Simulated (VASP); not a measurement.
# Ta2N (P-3m1) in VASP: notebook

Runs on Ta2N. Level: PBE0(alpha). Tasks: single point.

Program: VASP 6.6.1. These are calculated values, not measurements. Logs are shortened: lines on timing, memory, paths and dates and some standing lists are left out, and cuts for length are marked.

### Step 1. The structure

The structure is trigonal, space group P-3m1 (No. 164). The conventional cell has a = 3.113 Å, b = 3.113 Å, c = 4.870 Å, α = 90.00°, β = 90.00°, γ = 120.00°. Ta (site symmetry 3m) has 3 N at 2.18 Å as nearest neighbours. Around N (site symmetry -3m) lie 6 Ta at 2.18 Å.

The cell comes from a database or a generator and needn't be the stable form of this composition.

### Step 2. Single point, PBE0(alpha)

File POSCAR:

```
Ta2N
1.0
    3.1128615060      0.0000000000      0.0000000000
   -1.5564307530      2.6958171426      0.0000000000
    0.0000000000      0.0000000000      4.8698410000
Ta N
2 1
Direct
    0.3333333333      0.6666666667      0.2547110000
    0.6666666667      0.3333333333      0.7452890000
    0.0000000000      0.0000000000      0.0000000000
```

File INCAR.step1:

```
SYSTEM = Ta2N
ALGO = Normal
EDIFF = 1E-5
ENCUT = 520
GGA = PE
ISIF = 2
ISMEAR = -1
LASPH = .True.
LCHARG = .False.
LREAL = .False.
LWAVE = .True.
NBANDS = 20
NELM = 80
PREC = Accurate
SIGMA = 0.05
```

File INCAR.step2:

```
SYSTEM = Ta2N
AEXX = 0.05
ALGO = Normal
EDIFF = 1E-7
ENCUT = 520
GGA = PE
HFRCUT = -1
ISIF = 2
ISMEAR = -1
ISTART = 1
LASPH = .True.
LCHARG = .False.
LHFCALC = .True.
LREAL = .False.
LWAVE = .False.
NBANDS = 20
NELM = 80
PREC = Accurate
PRECFOCK = Fast
SIGMA = 0.05
```

File KPOINTS:

```
k-points
0
Gamma
  5 5 3
  0 0 0
```

Potentials or basis: VASP PAW PBE potentials, release 64 (Ta_pv, N).

Run with:

```sh
$ cat potpaw_PBE.64/Ta_pv/POTCAR potpaw_PBE.64/N/POTCAR > POTCAR
$ cp INCAR.step1 INCAR
$ mpirun -np 1 vasp_std > vasp.out
$ cp INCAR.step2 INCAR
$ mpirun -np 1 vasp_std > vasp.out
```

OUTCAR:

```text
SYSTEM = Ta2N
   AEXX = 0.05
   EDIFF = 1E-7
   ENCUT = 520
   GGA = PE
   ISIF = 2
   ISMEAR = -1
   ISTART = 1
   LASPH = .True.
   LHFCALC = .True.
   LREAL = .False.
   NELM = 80
   PREC = Accurate
   PRECFOCK = Fast

 ion  position               nearest neighbor table
   1  0.333  0.667  0.255-   3 2.18   3 2.18   3 2.18   2 2.99   2 2.99   2 2.99   2 3.06   2 3.06
                             2 3.06
   2  0.667  0.333  0.745-   3 2.18   3 2.18   3 2.18   1 2.99   1 2.99   1 2.99   1 3.06   1 3.06
                             1 3.06
   3  0.000  0.000  0.000-   1 2.18   2 2.18   1 2.18   2 2.18   2 2.18   1 2.18

  LATTYP: Found a hexagonal cell.
 ALAT       =     3.1128615060
 C/A-ratio  =     1.5644258476

  Lattice vectors:

 A1 = (   3.1128615060,   0.0000000000,   0.0000000000)
 A2 = (  -1.5564307530,   2.6958171426,   0.0000000000)
 A3 = (   0.0000000000,   0.0000000000,   4.8698410000)

Analysis of symmetry for initial positions (statically):
=====================================================================
 Subroutine PRICEL returns:
 Original cell was already a primitive cell.

 Routine SETGRP: Setting up the symmetry group for a
 hexagonal supercell.

 Subroutine GETGRP returns: Found 12 space group operations
 (whereof 12 operations were pure point group operations)
 out of a pool of 24 trial point group operations.

The static configuration has the point symmetry D_3d.

Analysis of symmetry for dynamics (positions and initial velocities):
=====================================================================
 Subroutine PRICEL returns:
 Original cell was already a primitive cell.

 Routine SETGRP: Setting up the symmetry group for a
 hexagonal supercell.

 Subroutine GETGRP returns: Found 12 space group operations
 (whereof 12 operations were pure point group operations)
 out of a pool of 24 trial point group operations.

The dynamic configuration has the point symmetry D_3d.

 Subroutine INISYM returns: Found 12 space group operations
 (whereof 12 operations are pure point group operations),
 and found     1 'primitive' translations

----------------------------------------------------------------------------------------

                                     Primitive cell

  volume of cell :      40.8663

  direct lattice vectors                    reciprocal lattice vectors
     3.112861506  0.000000000  0.000000000     0.321247829  0.185472520  0.000000000
    -1.556430753  2.695817143  0.000000000     0.000000000  0.370945041  0.000000000
     0.000000000  0.000000000  4.869841000     0.000000000  0.000000000  0.205345513

  length of vectors
     3.112861506  3.112861506  4.869841000     0.370945041  0.370945041  0.205345513

  position of ions in fractional coordinates (direct lattice)
     0.333333333  0.666666667  0.254711000
     0.666666667  0.333333333  0.745289000
     0.000000000  0.000000000  0.000000000

  ion indices of the primitive-cell ions
   primitive index   ion index
                 1           1
                 2           2
                 3           3

----------------------------------------------------------------------------------------

 KPOINTS: k-points

Automatic generation of k-mesh.
 Grid dimensions read from file:
 generate k-points for:    5    5    3

 Generating k-lattice:

  Cartesian coordinates                     Fractional coordinates (reciprocal lattice)
     0.064249566  0.037094504  0.000000000     0.200000000  0.000000000  0.000000000
     0.000000000  0.074189008  0.000000000     0.000000000  0.200000000  0.000000000
     0.000000000  0.000000000  0.068448504     0.000000000  0.000000000  0.333333333

  Length of vectors
     0.074189008  0.074189008  0.068448504

  Shift w.r.t. Gamma in fractional coordinates (k-lattice)
     0.000000000  0.000000000  0.000000000

 Subroutine IBZKPT returns following result:
 ===========================================

 Found     12 irreducible k-points:

 Following reciprocal coordinates:
            Coordinates               Weight
  0.000000  0.000000  0.000000      1.000000
  0.200000 -0.000000  0.000000      6.000000
  0.400000 -0.000000  0.000000      6.000000
  0.200000  0.200000  0.000000      6.000000
  0.400000  0.200000  0.000000      6.000000
  0.000000  0.000000  0.333333      2.000000
  0.200000 -0.000000  0.333333      6.000000
  0.000000  0.200000  0.333333      6.000000
  0.400000 -0.000000  0.333333      6.000000
  0.000000  0.400000  0.333333      6.000000
  0.200000  0.200000  0.333333     12.000000
  0.400000  0.200000  0.333333     12.000000
   k-points           NKPTS =     12   k-points in BZ     NKDIM =     75   number of bands    NBANDS=     20
   number of dos      NEDOS =    301   number of ions     NIONS =      3
   total plane-waves  NPLWV =  20736
   dimension x,y,z NGX =    24 NGY =   24 NGZ =   36
   dimension x,y,z NGXF=    48 NGYF=   48 NGZF=   72
   ions per type =               2   1
   NGX,Y,Z   is equivalent  to a cutoff of  12.82, 12.82, 12.29 a.u.
   NGXF,Y,Z  is equivalent  to a cutoff of  25.63, 25.63, 24.58 a.u.
 SYSTEM =  Ta2N
   PREC   = accura    normal or accurate (medium, high low for compatibility)
   ISTART =      1    job   : 0-new  1-cont  2-samecut
   ICHARG =      0    charge: 1-file 2-atom 10-const
   ISPIN  =      1    spin polarized calculation?
   LNONCOLLINEAR =      F non collinear calculations
   LSORBIT =      F    spin-orbit coupling
   LASPH  =      T    aspherical Exc in radial PAW
   ENCUT  =  520.0 eV  38.22 Ry    6.18 a.u.   5.79  5.79  9.05*2*pi/ulx,y,z
   NELM   =     80;   NELMIN=  2; NELMDL=  0     # of ELM steps
   EDIFF  = 0.1E-06   stopping-criterion for ELM
   LREAL  =      F    real-space projection
   EDIFFG = 0.1E-05   stopping-criterion for IOM
   NSW    =      0    number of steps for IOM
   IBRION =     -1    ionic relax: 0-MD 1-quasi-New 2-CG
   NFREE  =      0    steps in history (QN), initial steepest desc. (CG)
   ISIF   =      2    stress and relaxation
   ISYM   =      3    0-nonsym 1-usesym 2-fastsym
   POTIM  = 0.5000    time-step for ionic-motion
   TEBEG  =    0.0;   TEEND  =   0.0 temperature during run
   PSTRESS=    0.0 pullay stress
   NELECT =      27.0000    total number of electrons
   NUPDOWN=      -1.0000    fix difference up-down
   EMIN   =  10.00;   EMAX   =-10.00  energy-range for DOS
   EFERMI =   0.00;   METHOD = LEGACY
   ISMEAR =    -1;   SIGMA  =   0.05  broadening in eV -4-tet -1-fermi 0-gaus
   EFERMI_NEDOS =   21; number of points for ismear=-14 and -15
   IALGO  =     38    algorithm
   IMIX   =      1    mixing-type and parameters
     AMIX     =   0.40;   BMIX     =  1.00
     AMIX_MAG =   1.60;   BMIX_MAG =  1.00
  volume/ion in A,a.u.               =      13.62        91.93
  Fermi-wavevector in a.u.,A,eV,Ry     =   1.425852  2.694469 27.661374  2.033054
  Thomas-Fermi vector in A             =   2.546192
   LORBIT       =      0    0 simple, 1 ext, 2 COOP (PROOUT), +10 PAW based schemes
   GGA     = PE    functional components
   LHFCALC =     T    Hartree Fock is set to
   PRECFOCK=fast      Normal, Fast or Accurate (Low or Medium for compatibility)
   ENCUT4O =  -1.0   cutoff for four orbital integrals eV
   NKREDX  =     1    reduce k-point grid by
   NKREDY  =     1    reduce k-point grid by
   NKREDZ  =     1    reduce k-point grid by
   AEXX    =    0.0500 exact exchange contribution
   HFSCREEN=    0.0000 screening length (either q_TF or 0.3 A-1)
   HFSCREENC=   0.0000 screening length for correlation (either q_TF or 0.3 A-1)
   ENCUTFOCK=  -1.0 apply spherical cutoff to Coloumb kernel
   IVDW    =     0    specifies the selected vdW correction
   LEPSILON=     F    determine dielectric tensor
   LRPA    =     F    only Hartree local field effects (RPA)
 non-spin polarized calculation
  energy-cutoff  :      520.00
  volume of cell :       40.87
 maximum number of plane-waves:      1108
 NGX is ok and might be reduce to    24
  NGX = 14; NGY = 14; NGZ = 24

 number of electron      26.9999996 magnetization

 Free energy of the ion-electron system (eV)
  ---------------------------------------------------
  ext. energy  EPLUGINS =         0.00000000
  ---------------------------------------------------
  free energy    TOTEN  =       -35.99395008 eV

  energy without entropy =      -35.97924374  energy(sigma->0) =      -35.98659691

 E-fermi :   7.4347     XC(G=0): -12.2963

 val. band max:        7.2930966479   @ k =   0.4000   0.2000   0.3333
 cond. band min:       7.4433454180   @ k =   0.2000  -0.0000   0.0000
 fundamental gap:      0.1502487700
 Fermi energy:         7.4347116516

 k-point     1 :       0.0000    0.0000    0.0000
  band No.  band energies     occupation
      1     -28.8408      2.00000
      2     -28.1238      2.00000
      3     -28.1238      2.00000
      4     -27.9964      2.00000
      5     -27.9964      2.00000
      6     -27.8578      2.00000
[... 12 lines left out ...]
     19       8.7385      0.00000
     20      12.5671      0.00000

 k-point     2 :       0.2000   -0.0000    0.0000
  band No.  band energies     occupation
      1     -28.7245      2.00000
      2     -28.3411      2.00000
      3     -28.2039      2.00000
      4     -28.1963      2.00000
      5     -28.0168      2.00000
      6     -27.9043      2.00000
[... 12 lines left out ...]
     19      11.1740      0.00000
     20      12.2133      0.00000

 k-point     3 :       0.4000   -0.0000    0.0000
  band No.  band energies     occupation
      1     -28.7039      2.00000
      2     -28.5091      2.00000
      3     -28.4675      2.00000
      4     -28.3029      2.00000
      5     -28.0613      2.00000
      6     -28.0459      2.00000
[... 12 lines left out ...]
     19      11.8843      0.00000
     20      12.5102      0.00000

 k-point     4 :       0.2000    0.2000    0.0000
  band No.  band energies     occupation
      1     -28.5745      2.00000
      2     -28.5072      2.00000
      3     -28.4887      2.00000
      4     -28.2569      2.00000
      5     -28.1344      2.00000
      6     -28.0049      2.00000
[... 153 lines left out ...]
 k-point    11 :       0.2000    0.2000    0.3333
  band No.  band energies     occupation
      1     -28.6686      2.00000
      2     -28.5764      2.00000
      3     -28.2979      2.00000
      4     -28.2525      2.00000
      5     -28.1584      2.00000
      6     -28.0067      2.00000
[... 12 lines left out ...]
     19      11.7641      0.00000
     20      12.9362      0.00000

 k-point    12 :       0.4000    0.2000    0.3333
  band No.  band energies     occupation
      1     -28.7372      2.00000
      2     -28.6475      2.00000
      3     -28.4480      2.00000
      4     -28.3085      2.00000
      5     -28.1197      2.00000
      6     -28.0380      2.00000
[... 12 lines left out ...]
     19      12.5884      0.00000
     20      13.2138      0.00000

------------------------ aborting loop because EDIFF is reached ----------------------------------------

  FORCE on cell =-STRESS in cart. coord.  units (eV):
  Direction    XX          YY          ZZ          XY          YZ          ZX
  --------------------------------------------------------------------------------------
  -------------------------------------------------------------------------------------
  Total       -0.8564935     -0.8564935      0.0381800     -0.0000000     -0.0000000     -0.0000000
  in kB      -33.5791453    -33.5791453      1.4968614     -0.0000000     -0.0000000     -0.0000000
  external PRESSURE =     -21.8871431 kB  Pullay stress =       0.0000000 kB

 VOLUME and BASIS-vectors are now :
 -----------------------------------------------------------------------------
  energy-cutoff  :      520.00
  volume of cell :       40.87
      direct lattice vectors                 reciprocal lattice vectors
     3.112861506  0.000000000  0.000000000     0.321247829  0.185472520  0.000000000
    -1.556430753  2.695817143  0.000000000     0.000000000  0.370945041  0.000000000
     0.000000000  0.000000000  4.869841000     0.000000000  0.000000000  0.205345513

 POSITION                                       TOTAL-FORCE (eV/Angst)
 -----------------------------------------------------------------------------------
     -0.00000      1.79721      1.24040         0.000000      0.000000     -0.720945
      1.55643      0.89861      3.62944        -0.000000     -0.000000      0.720945
      0.00000      0.00000      0.00000         0.000000      0.000000      0.000000
 -----------------------------------------------------------------------------------
    total drift:                                0.000000      0.000000     -0.000000

  FREE ENERGIE OF THE ION-ELECTRON SYSTEM (eV)
  ---------------------------------------------------
  free  energy   TOTEN  =       -35.9939500848 eV

  energy  without entropy=      -35.9792437432  energy(sigma->0) =      -35.98659691
```

Wall time 22 min (1 thread of Intel Xeon Platinum 8259CL at 2.50GHz (Skylake/Cascade Lake), shared host); peak memory 0.17 GiB.

What came out:

| Item | Value |
| --- | --- |
| Free energy | -35.9940 eV |
| Pressure | -2.2 GPa |
| Largest force | 0.721 eV/Å |
| Band gap on the k mesh | none (metal or under the smearing width) |

Forces in eV/Å, atoms in the order of the input:
```
Ta   0.000  0.000 -0.721
Ta   0.000  0.000  0.721
N    0.000  0.000  0.000
```

Stress tensor (GPa, compression positive):
```
-3.36  0.00  0.00
 0.00 -3.36  0.00
 0.00  0.00  0.15
```

Caveat: the k mesh is coarse (spacing up to 0.47 Å⁻¹), so the values aren't converged, least of all with exact exchange; the PAW data sets were made with another functional, which shifts forces and pressure a little. The run has no spin-orbit coupling, so splittings on Ta are missing.

[end of part 1 of 2]
